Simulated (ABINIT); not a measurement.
The system is Si2W.

```
CELL_PARAMETERS angstrom
-1.60690 1.60690 3.91495
1.60690 -1.60690 3.91495
1.60690 1.60690 -3.91495
ATOMIC_POSITIONS crystal
W 0.00000 0.00000 0.00000
Si 0.66530 0.66530 0.00000
Si 0.33470 0.33470 0.00000
```

Base run:

- Program: ABINIT 10.8.3 (patched build)
- Functional: AM05
- Potentials or basis: JTH PAW PBE v2.0
- Cutoff: 435 eV
- k mesh: 12 × 12 × 12
- Occupations: fermi-dirac, width 0.05 eV
- Spin: no spin polarisation

Its results: band gap on the k mesh none (metal or under the smearing width); pressure -3.9 GPa; largest force 0.053 eV/Å.

Task: The run is repeated on the same cell with these changes: functional from AM05 to RPBE. What comes out?

Result: Band gap on the k mesh none (metal or under the smearing width); pressure 5.5 GPa; largest force 0.115 eV/Å.

RPBE binds less tightly than AM05, so the same cell stands under more pressure.

Caveats: the PAW data sets were made with another functional, which shifts forces and pressure a little.

Not every run made on this cell is shown here.
